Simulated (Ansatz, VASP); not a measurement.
## Two plane-wave programs on P

The input INCAR:

```
SYSTEM = P
PREC = Accurate
ENCUT = 520
EDIFF = 1E-7
ISMEAR = -1
SIGMA = 0.1
LREAL = .False.
LASPH = .True.
NELM = 100
ALGO = Normal
ISIF = 2
LWAVE = .False.
LCHARG = .False.
GGA = PE
NBANDS = 8
```

File KPOINTS:

```
Automatic mesh
0
Gamma
  16 16 16
  0 0 0
```

The input POSCAR:

```
P
1.0
   -1.5660807255      1.5660807255      1.5660807255
    1.5660807255     -1.5660807255      1.5660807255
    1.5660807255      1.5660807255     -1.5660807255
P
1
Direct
    0.0000000000      0.0000000000      0.0000000000
```

Input for Ansatz:

```yaml
crystal:
  lattice:
    - [-1.5660807255, 1.5660807255, 1.5660807255]
    - [1.5660807255, -1.5660807255, 1.5660807255]
    - [1.5660807255, 1.5660807255, -1.5660807255]
  atoms:
    - { symbol: P, position: [0.0, 0.0, 0.0] }
hamiltonian:
  xc: pbe
  pseudopotentials:
    kind: paw
    azcp:
      P: "pseudopotentials/P.paw.azcp"
basis:
  ecutwfc: 420
  fft_grid_basis: typed
kpoints:
  mp_grid: { grid: [16, 16, 16], shift: [0, 0, 0] }
magnetization:
  spin_polarized: false
scf:
  occupations: { method: fermi_dirac, width: 0.1 }
  lower_state_search: "off"
output:
  stress: true
```

Alike in both runs: task single point; functional PBE; k mesh 16 × 16 × 16; occupations fermi-dirac, width 0.1 eV; no spin polarisation.

|  | VASP | Ansatz |
| --- | --- | --- |
| version | VASP 6.6.1 | Ansatz 0.2.0 |
| potentials or method | VASP PAW PBE potentials, release 64 (P) | plane waves (420 eV) with PAW, scalar-relativistic |
| plane-wave cutoff (eV) | 520 | 420 |
| valence electrons in the cell | 5 | 5 |

Ansatz gave:

```
pressure (GPa) : -6.4
```

Question: Which values does VASP return?

Answer: Pressure (GPa): -6.6.
